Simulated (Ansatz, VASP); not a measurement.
Cu in VASP and in Ansatz

```
Cu
1.0
    -1.48608    1.48608    1.39672
     1.48608   -1.48608    1.39672
     1.48608    1.48608   -1.39672
Cu
1
Direct
  0.00000 0.00000 0.00000
```

Change from the starting cell: strain +0.030 along x and y, +0.015 along z, atoms carried along.

Alike in both runs: task single point; functional PBEsol; k mesh 24 × 24 × 24; occupations gaussian, width 0.15 eV; no spin polarisation.

```csv
,VASP,Ansatz
version,VASP 6.6.1,Ansatz 0.2.0
potentials or method,"VASP PAW PBE potentials, release 64 (Cu)","scalar-relativistic, plane waves, PAW"
plane-wave cutoff (eV),520,420
valence electrons in the cell,11,19
```

VASP gave:

- gap on the k mesh at the Fermi level (eV): none
- pressure (GPa): -10.4
- largest component of the traceless stress (GPa): 0.18

Problem. What did Ansatz give for the same quantities?

Solution. gap on the k mesh at the Fermi level (eV): none; pressure (GPa): -11.1; largest component of the traceless stress (GPa): 0.21.

A gap of «none» marks a metal or a gap that the smearing closes. With one functional, cell and mesh, what is left measures potentials, basis and numerics. The two sets of potentials don't hold the same shells in valence.

Caveats: the PAW data sets were made with another functional, which shifts forces and pressure a little (VASP).
